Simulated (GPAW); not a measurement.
# Te2Mo (P6_3/mmc) in GPAW: settings compared, part 2 of 3

GPAW 26.7.0. Earlier steps stand in the parts before.

## 3. Band structure, revTPSS, spin-orbit coupling, no magnetisation

Contents of run.py:

```python
import numpy as np
from ase.dft.bandgap import bandgap
from ase.io import write
from ase.spacegroup import crystal
from ase.units import GPa
from gpaw import GPAW, PW
from gpaw.spinorbit import soc_eigenstates

# Te 4f
# Mo 2c
atoms = crystal(['Te', 'Mo'],
                basis=[[0.6666666667, 0.3333333333, 0.379],
                       [0.6666666667, 0.3333333333, 0.75]],
                spacegroup=194, setting=1,  # P6_3/mmc
                cellpar=[3.5182, 3.5182, 13.9736, 90.0, 90.0, 120.0],
                primitive_cell=True)

calc = GPAW(mode=PW(600),
            xc='MGGA_X_REVTPSS+MGGA_C_REVTPSS',
            kpts={'size': (5, 5, 2), 'gamma': True},
            occupations={'name': 'fermi-dirac', 'width': 0.05},
            nbands=46,
            convergence={'density': 1e-05, 'energy': 1e-05},
            eigensolver='davidson',
            maxiter=150,
            txt='gpaw.txt')
atoms.calc = calc
energy = atoms.get_potential_energy()
forces = atoms.get_forces()
stress = atoms.get_stress()
calc.write('gs.gpw')
write('result.traj', atoms)
print(f'Energy: {energy:.6f} eV')
print('Forces (eV/A):')
print(forces.round(4))
print('Stress (GPa):', (stress / GPa).round(3))
print('Fermi level:', round(calc.get_fermi_level(), 4), 'eV')
print(f'Gap: {bandgap(calc)[0]:.4f} eV, direct: {bandgap(calc, direct=True)[0]:.4f} eV')

path = atoms.cell.bandpath('GMKGALHA,LM,KH', npoints=60, eps=1e-4)
bs_calc = calc.fixed_density(kpts=path, symmetry='off', nbands=73,
                             convergence={'bands': 'CBM+6.0', 'eigenstates': 1e-6}, txt='bands.txt')
bs = bs_calc.band_structure()
bs.write('bs.json')
print(f'Gap on the path: {bandgap(bs_calc)[0]:.4f} eV')

soc = soc_eigenstates(bs_calc, theta=54.7, phi=45, ignore_xc_potential=True)
np.savetxt('soc_bands.dat', soc.eigenvalues(), fmt='%.4f')
mesh = soc_eigenstates('gs.gpw', theta=54.7, phi=45, ignore_xc_potential=True)
np.savetxt('soc_mesh.dat', mesh.eigenvalues(), fmt='%.4f')
print('Fermi level with spin-orbit coupling:', round(mesh.fermi_level, 4), 'eV')
```

Potentials or basis: GPAW PAW data sets (gpaw-data 1.2.1), pw.

The run is started by

```bash
$ OMP_NUM_THREADS=1 python run.py
```

gpaw.txt:

```text
__  _  _
 | _ |_)|_||  |
 |__||  | ||/\| - 26.7.0

Input parameters:
  mode=PW(ecut=600.0),
  convergence={'density': 1e-05, 'energy': 1e-05},
  eigensolver=Davidson(niter=2),
  kpts=MonkhorstPack(size=(5, 5, 2), gamma=True),
  maxiter=150,
  nbands=46,
  occupations=Occupations(name='fermi-dirac', width=0.05),
  xc=XC(name='MGGA_X_REVTPSS+MGGA_C_REVTPSS')

Diagonalizing LCAO Hamiltonian
Converting LCAO to pw mode

        Te

           Mo

        Te

           Te

        Mo

           Te

Atoms  # Å, Bohr magnetons
|   | symbol |         x |        y |         z |    initial magnetic moments |
|---|--------|-----------|----------|-----------|-----------------------------|
| 0 |     Te |  1.759100 | 1.015617 |  5.295994 | ( 0.0000,  0.0000,  0.0000) |
| 1 |     Te | -0.000000 | 2.031234 | 12.282794 | ( 0.0000,  0.0000,  0.0000) |
| 2 |     Te | -0.000000 | 2.031234 |  8.677606 | ( 0.0000,  0.0000,  0.0000) |
| 3 |     Te |  1.759100 | 1.015617 |  1.690806 | ( 0.0000,  0.0000,  0.0000) |
| 4 |     Mo |  1.759100 | 1.015617 | 10.480200 | ( 0.0000,  0.0000,  0.0000) |
| 5 |     Mo | -0.000000 | 2.031234 |  3.493400 | ( 0.0000,  0.0000,  0.0000) |

Unit cell  # Å
| periodic |         x |        y |         z |   lengths |     angles |
|----------|-----------|----------|-----------|-----------|------------|
|      yes |  3.518200 | 0.000000 |  0.000000 |  3.518200 |  90.000000 |
|      yes | -1.759100 | 3.046851 |  0.000000 |  3.518200 |  90.000000 |
|      yes |  0.000000 | 0.000000 | 13.973600 | 13.973600 | 120.000000 |

Number of symmetries: 12
Symmetry operations  # r_c * U_cc + t_c -> r_c
|    | kind |            matrix            |
|----|------|------------------------------|
|  0 |  σ   |  1, 1, 0,  0,-1, 0,  0, 0, 1 |
|  1 |  S6  |  1, 1, 0, -1, 0, 0,  0, 0,-1 |
|  2 |  E   |  1, 0, 0,  0, 1, 0,  0, 0, 1 |
|  3 |  C2  |  1, 0, 0, -1,-1, 0,  0, 0,-1 |
|  4 |  C2  |  0, 1, 0,  1, 0, 0,  0, 0,-1 |
|  5 |  C3  |  0, 1, 0, -1,-1, 0,  0, 0, 1 |
|  6 |  S6  |  0,-1, 0,  1, 1, 0,  0, 0,-1 |
|  7 |  σ   |  0,-1, 0, -1, 0, 0,  0, 0, 1 |
|  8 |  σ   | -1, 0, 0,  1, 1, 0,  0, 0, 1 |
|  9 |  i   | -1, 0, 0,  0,-1, 0,  0, 0,-1 |
| 10 |  C3  | -1,-1, 0,  1, 0, 0,  0, 0, 1 |
| 11 |  C2  | -1,-1, 0,  0, 1, 0,  0, 0,-1 |

BZ-sampling:
  Number of BZ points: 50
  Number of IBZ points: 10

  Monkhorst-Pack size: [5, 5, 2]
  Monkhorst-Pack shift: [0.0, 0.0, 0.25]

K-points  # in reciprocal-cell coordinates
|   |                                coordinates |     weight |
|---|--------------------------------------------|------------|
| 0 | (  0.00000000,   0.00000000,   0.00000000) | 0.02000000 |
| 1 | (  0.00000000,   0.00000000,   0.50000000) | 0.02000000 |
| 2 | (  0.20000000,   0.00000000,   0.00000000) | 0.12000000 |
| 3 | (  0.20000000,   0.00000000,   0.50000000) | 0.12000000 |
| 4 | (  0.40000000,  -0.20000000,   0.00000000) | 0.12000000 |
| 5 | (  0.40000000,  -0.20000000,   0.50000000) | 0.12000000 |
| 6 | (  0.40000000,   0.00000000,   0.00000000) | 0.12000000 |
| 7 | (  0.40000000,   0.00000000,   0.50000000) | 0.12000000 |
| 8 | (  0.40000000,   0.40000000,   0.00000000) | 0.12000000 |
| 9 | (  0.40000000,   0.40000000,   0.50000000) | 0.12000000 |

Plane wave coefficients: 5024
Cutoff: 600.0 eV

Spin-components: 1 (collinear spins)
Bands:           46
Projectors:      32
Spin-degeneracy: 2
Datatype:        complex128

Parallelization:
  kpt:    1
  domain: 1
  band:   1

Density:
  Valence electrons: 52.0
  Components: 1
  Grid points: [20 20 80]
  Charge: 0.0  # |e|

Potential:
  Grid points: [20 20 80]

species:
  Te:
    name:    Tellurium
    Z:       52.0
    valence: 6
    core:    46
    charge:  0.0  # [|e|]
    compensation charges:
      type: gauss
      rc: 0.36  # [Å]
      lmax: 2
    cutoffs:
      filter: 2.09  # [Å]
      core: 3.17  # [Å]
    projectors
    | kind |    occ | energy [eV] | rcut [Å] |
    |------|--------|-------------|----------|
    |   5s |  2.000 |     -15.089 |    1.180 |
    |   5p |  4.000 |      -5.955 |    1.196 |
    |    s |        |      12.123 |    1.180 |
    |    p |        |      21.256 |    1.196 |
    |    d |        |       0.000 |    1.238 |

    Using partial waves for Te as LCAO basis

  Mo:
    name:    Molybdenum
    Z:       42.0
    valence: 14
    core:    28
    charge:  0.0  # [|e|]
    compensation charges:
      type: gauss
      rc: 0.38  # [Å]
      lmax: 2
    cutoffs:
      filter: 2.16  # [Å]
      core: 1.42  # [Å]
    projectors
    | kind |    occ | energy [eV] | rcut [Å] |
    |------|--------|-------------|----------|
    |   4s |  2.000 |     -64.307 |    1.238 |
    |   5s |  1.000 |      -4.084 |    1.238 |
    |   4p |  6.000 |     -38.491 |    1.296 |
    |   5p |  0.000 |      -1.044 |    1.296 |
    |   4d |  5.000 |      -3.754 |    1.296 |
    |    d |        |      23.458 |    1.296 |

    Using partial waves for Mo as LCAO basis

Reference energy: -959430.878998  # eV

eigensolver:
  Davidson
  Converge bands: occupied
  niter=2

density mixing:
  MSR1-Mixer
  Pratt-step length: 0.05
  Maximum mixing coefficient: 0.75
  Old densities: 10
  SVD Regularization: 0.005
  Good broyden scale: 1.0
  Trust region scale: 1.0
  Backstep threshold: 4.0
  History deletion threshold: 6.0
  Fourier metric: weight=20.0, sigma=0.015

occupation numbers:
  Fermi-Dirac:
    width: 0.0500  # eV

poisson solver:
  ecut: 4800.0  # eV

xc functional:
  name: MGGA_X_REVTPSS+MGGA_C_REVTPSS with 2 nearest neighbor stencil

convergence criteria:
- Maximum integral of absolute [dens]ity change: 1e-05 electrons / valence electron
- Maximum [total energy] change in last 3 cyles: 1e-05 eV / valence electron
- Maximum integral of absolute [eigenst]ate change: 4e-08 eV^2 / valence electron
maximum number of iterations: 150

SCF iterations
|iter     | |      energy | eigst |  dens |
|---------|-|-------------|-------|-------|
|iter:   1| |-283758.786954 | +8.03 |       |
|iter:   2| |   79.744521 | +1.68 | -0.18 |
|iter:   3| |   81.373539 | +0.51 | -0.72 |
|iter:   4| |   84.222437 | -0.52 | -0.86 |
|iter:   5| |   84.234589 | -1.46 | -1.27 |
|iter:   6| |   84.189393 | -2.15 | -1.30 |
|iter:   7| |   84.015796 | -2.11 | -1.55 |
|iter:   8| |   83.994685 | -3.36 | -1.95 |
|iter:   9| |   83.977109 | -3.45 | -2.08 |
|iter:  10| |   83.981606 | -4.15 | -2.28 |
|iter:  11| |   83.980189 | -5.11 | -2.55 |
|iter:  12| |   83.980073 | -4.37 | -2.63 |
|iter:  13| |   83.981278 | -4.52 | -2.87 |
|iter:  14| |   83.981371 | -6.06 | -3.35 |
|iter:  15| |   83.981392c| -6.45 | -3.64 |
|iter:  16| |   83.981393c| -7.55c| -4.49 |
|iter:  17| |   83.981393c| -8.48c| -5.01c|

Converged in 17 steps
Energy contributions relative to reference atoms: (reference = -959430.878998)

Energy contributions:
  Kinetic:         -22.009744
  Coulomb:          12.827793
  Zero:             -0.210956
  External:          0.000000
  Xc:               93.374349
  Entropy:          -0.000099
  Spinorbit:         0.000000
  ----------------------------
  Free energy:      83.981343
  Extrapolated:     83.981393

dipole moment: (-0.000099, -0.000172, -0.000789)  # |e|*Ang

Fermi level: 8.358
Eigenvalues  # (at kpt = [0.000, 0.000, 0.000])
| band index |      eig [eV] | occ [0-2] |
|------------|---------------|-----------|
|          0 |       -53.472 |     2.000 |
|        ... |               |           |
|         18 |         6.219 |     2.000 |
|         19 |         6.966 |     2.000 |
|         20 |         7.025 |     2.000 |
|         21 |         7.025 |     2.000 |
|         22 |         7.060 |     2.000 |
|         23 |         7.060 |     2.000 |
[... 8 lines left out ...]
|         32 |        11.475 |     0.000 |
|         33 |        11.475 |     0.000 |
|        ... |               |           |
|         45 |        19.128 |     0.000 |

Gap: 0.685 eV
Transition (v -> c):
  (s=0, k=0, n=25, [0.00, 0.00, 0.00]) -> (s=0, k=4, n=26, [0.40, -0.20, 0.00])
Direct/indirect transitions are different
Direct gap: 1.271 eV
Transition at: (s=0, k=4, n=25, [0.40, -0.20, 0.00])

Forces  # eV/Ang
|        x |        y |        z |
|----------|----------|----------|
| -0.00000 |  0.00000 | -0.02110 |  # Te   0
|  0.00000 |  0.00000 | -0.02118 |  # Te   1
|  0.00000 |  0.00000 |  0.02110 |  # Te   2
|  0.00000 | -0.00000 |  0.02118 |  # Te   3
|  0.00000 | -0.00000 | -0.00001 |  # Mo   4
|  0.00000 |  0.00000 |  0.00001 |  # Mo   5

Stress tensor  # eV/Ang^3
|         x |         y |         z |
|-----------|-----------|-----------|
|  0.008302 | -0.000000 |  0.000000 |
| -0.000000 |  0.008302 | -0.000000 |
|  0.000000 | -0.000000 | -0.000872 |

# Writing to gs.gpw (mode='')
```

It took 12 min on 1 thread of Arm Neoverse V1, shared host; peak memory 0.9 GiB.

What came out:

| Item | Value |
| --- | --- |
| Free energy | 83.9813 eV |
| Pressure | -0.8 GPa |
| Largest force | 0.021 eV/Å |
| Band gap on the k mesh | 0.67 eV, indirect (least direct gap 1.20 eV) |
| Band gap along the path | 0.69 eV, indirect (least direct gap 0.96 eV) |

Forces in eV/Å, atoms in the order of the input:
```
Te   0.000  0.000 -0.021
Te   0.000  0.000 -0.021
Te   0.000  0.000  0.021
Te   0.000  0.000  0.021
Mo   0.000  0.000  0.000
Mo   0.000  0.000  0.000
```

Levels at the corners of the path, in eV from the valence-band top:
| point | band 50 | band 51 | band 52 | band 53 | band 54 | band 55 |
| --- | --- | --- | --- | --- | --- | --- |
| Γ | -0.40 | 0.00 | 0.00 | 2.54 | 2.54 | 2.68 |
| M | -0.58 | -0.32 | -0.32 | 1.22 | 1.22 | 1.27 |
| K | -0.40 | -0.06 | -0.06 | 0.89 | 0.89 | 0.92 |
| Γ | -0.40 | 0.00 | 0.00 | 2.54 | 2.54 | 2.68 |
| A | -0.10 | -0.10 | -0.10 | 2.59 | 2.59 | 2.59 |
| L | -0.46 | -0.46 | -0.46 | 1.24 | 1.24 | 1.24 |
| H | -0.36 | -0.15 | -0.15 | 0.90 | 0.90 | 0.94 |
| A | -0.10 | -0.10 | -0.10 | 2.59 | 2.59 | 2.59 |
| L | -0.46 | -0.46 | -0.46 | 1.24 | 1.24 | 1.24 |
| M | -0.58 | -0.32 | -0.32 | 1.22 | 1.22 | 1.27 |
| K | -0.40 | -0.06 | -0.06 | 0.89 | 0.89 | 0.92 |
| H | -0.36 | -0.15 | -0.15 | 0.90 | 0.90 | 0.94 |

Caveat: the k mesh is coarse; spin-orbit coupling was added after a scalar SCF, so levels and gaps hold it while energy, forces, pressure and moments don't; this program's spin-orbit splittings come out too wide for heavy elements; the PAW data sets were made with another functional, which shifts forces and pressure a little; this functional lacks dispersion, which binds the layers, so the pressure and a relaxed spacing across them are unreliable.

## 4. Equation of state, PBE

Contents of run.py:

```python
from ase.eos import EquationOfState
from ase.io import Trajectory, read
from ase.units import GPa
from gpaw import GPAW, PW, setup_paths

setup_paths.insert(0, '.')

atoms = read('Te2Mo.cif')

traj = Trajectory('eos.traj', 'w')
volumes, energies = [], []
for x in [0.94, 0.96, 0.98, 1.0, 1.02, 1.04, 1.06]:
    a = atoms.copy()
    a.set_cell(atoms.cell * x**(1 / 3), scale_atoms=True)
    calc = GPAW(mode=PW(600),
                xc='PBE',
                kpts={'size': (5, 5, 2), 'gamma': True},
                occupations={'name': 'fermi-dirac', 'width': 0.05},
                nbands=46,
                convergence={'density': 1e-05, 'energy': 1e-05},
                maxiter=150,
                txt=f'eos-{x:.2f}.txt')
    a.calc = calc
    energies.append(a.get_potential_energy(force_consistent=True))
    volumes.append(a.get_volume())
    p = -a.get_stress()[:3].mean() / GPa
    calc.write(f'eos-{x:.2f}.gpw')
    traj.write(a)
    print(f'{x:.2f} {volumes[-1]:10.4f} A^3 {energies[-1]:14.6f} eV {p:9.3f} GPa', flush=True)

v0, e0, B = EquationOfState(volumes, energies, eos='birchmurnaghan').fit()
print(f'V0 = {v0:.4f} A^3, E0 = {e0:.6f} eV, B0 = {B / GPa:.2f} GPa')
```

Contents of Te2Mo.cif:

```cif
data_Te2Mo
_cell_length_a 3.51820000
_cell_length_b 3.51820000
_cell_length_c 13.97360000
_cell_angle_alpha 90.00000000
_cell_angle_beta 90.00000000
_cell_angle_gamma 120.00000000
_space_group_name_H-M_alt 'P1'
_space_group_name_Hall 'P 1'
_space_group_IT_number 1
loop_
_space_group_symop_operation_xyz
'x,y,z'
loop_
_atom_site_label
_atom_site_type_symbol
_atom_site_symmetry_multiplicity
_atom_site_Wyckoff_symbol
_atom_site_fract_x
_atom_site_fract_y
_atom_site_fract_z
_atom_site_occupancy
Te1 Te 1 a 0.6666666667 0.3333333333 0.3790000000 1
Te2 Te 1 a 0.3333333333 0.6666666667 0.8790000000 1
Te3 Te 1 a 0.6666666667 0.3333333333 0.1210000000 1
Te4 Te 1 a 0.3333333333 0.6666666667 0.6210000000 1
Mo1 Mo 1 a 0.6666666667 0.3333333333 0.7500000000 1
Mo2 Mo 1 a 0.3333333333 0.6666666667 0.2500000000 1
```

Potentials or basis: PAW data sets generated in the run's folder for this functional, pw.

The run is started by

```bash
$ gpaw-setup -f PBE Mo Te
$ OMP_NUM_THREADS=1 python run.py
```

The log of the run:

```text
__  _  _
 | _ |_)|_||  |
 |__||  | ||/\| - 26.7.0

Input parameters:
  mode=PW(ecut=600.0),
  convergence={'density': 1e-05, 'energy': 1e-05},
  kpts=MonkhorstPack(size=(5, 5, 2), gamma=True),
  maxiter=150,
  nbands=46,
  occupations=Occupations(name='fermi-dirac', width=0.05),
  xc=XC(name='PBE')

Diagonalizing LCAO Hamiltonian
Converting LCAO to pw mode

        Te

           Mo
        Te

           Te
        Mo

           Te

Atoms  # Å, Bohr magnetons
|   | symbol |         x |        y |         z |    initial magnetic moments |
|---|--------|-----------|----------|-----------|-----------------------------|
| 0 |     Te |  1.723190 | 0.994884 |  5.187883 | ( 0.0000,  0.0000,  0.0000) |
| 1 |     Te | -0.000000 | 1.989768 | 12.032055 | ( 0.0000,  0.0000,  0.0000) |
| 2 |     Te |  1.723190 | 0.994884 |  1.656290 | ( 0.0000,  0.0000,  0.0000) |
| 3 |     Te | -0.000000 | 1.989768 |  8.500462 | ( 0.0000,  0.0000,  0.0000) |
| 4 |     Mo |  1.723190 | 0.994884 | 10.266258 | ( 0.0000,  0.0000,  0.0000) |
[... 169 lines left out ...]
|iter:  12| |  -36.663013c| -8.25c| -5.31c|

Converged in 12 steps
Energy contributions relative to reference atoms: (reference = -959430.887152)

Energy contributions:
  Kinetic:          47.395711
  Coulomb:         -48.714709
  Zero:             -0.251217
  External:          0.000000
  Xc:              -35.092739
  Entropy:          -0.000120
  Spinorbit:         0.000000
  ----------------------------
  Free energy:     -36.663073
  Extrapolated:    -36.663013

dipole moment: (-0.000097, -0.000169, -0.000773)  # |e|*Ang

Fermi level: 9.291
Eigenvalues  # (at kpt = [0.000, 0.000, 0.000])
| band index |      eig [eV] | occ [0-2] |
|------------|---------------|-----------|
|          0 |       -51.825 |     2.000 |
|        ... |               |           |
|         18 |         6.994 |     2.000 |
|         19 |         7.739 |     2.000 |
|         20 |         7.843 |     2.000 |
|         21 |         7.843 |     2.000 |
|         22 |         7.880 |     2.000 |
|         23 |         7.880 |     2.000 |
[... 8 lines left out ...]
|         32 |        12.695 |     0.000 |
|         33 |        12.695 |     0.000 |
|        ... |               |           |
|         45 |        20.122 |     0.000 |

Gap: 0.665 eV
Transition (v -> c):
  (s=0, k=0, n=25, [0.00, 0.00, 0.00]) -> (s=0, k=4, n=26, [0.40, -0.20, 0.00])
Direct/indirect transitions are different
Direct gap: 1.310 eV
Transition at: (s=0, k=4, n=25, [0.40, -0.20, 0.00])

Stress tensor  # eV/Ang^3
|         x |         y |         z |
|-----------|-----------|-----------|
| -0.056184 |  0.000000 |  0.000000 |
|  0.000000 | -0.056184 | -0.000000 |
|  0.000000 | -0.000000 | -0.068816 |

# Writing to eos-0.94.gpw (mode='')
```

stdout:

```text
0.94   140.8017 A^3     -36.663073 eV     9.676 GPa
0.96   143.7975 A^3     -36.818581 eV     6.954 GPa
0.98   146.7932 A^3     -36.925843 eV     4.511 GPa
1.00   149.7890 A^3     -36.989788 eV     2.320 GPa
1.02   152.7848 A^3     -37.014936 eV     0.355 GPa
1.04   155.7806 A^3     -37.005225 eV    -1.409 GPa
1.06   158.7764 A^3     -36.964253 eV    -2.990 GPa
V0 = 153.4020 A^3, E0 = -37.015659 eV, B0 = 93.22 GPa
```

Run time: 5.8 min. Hardware: 1 thread of Arm Neoverse V1, shared host; peak memory 0.54 GiB.

Results:

- Equilibrium volume: 25.57 Å³/atom
- Bulk modulus at fixed shape and positions: 93 GPa
- Pressure derivative of the bulk modulus: 4.5

Energy against volume, from the lowest point:
```tsv
volume (Å³/atom)	energy (meV/atom)
23.467	58.64
23.966	32.73
24.466	14.85
24.965	4.19
25.464	0.00
25.963	1.62
26.463	8.45
```

Caveat: the k mesh is coarse (spacing up to 0.41 Å⁻¹), so the values aren't converged; the cell was scaled at fixed shape and fractional positions, which overstates the stiffness of a crystal with free parameters, most of all of layers and chains; this functional lacks dispersion, which binds the layers, so the pressure and a relaxed spacing across them are unreliable.

(Continued in part 3 of 3.)
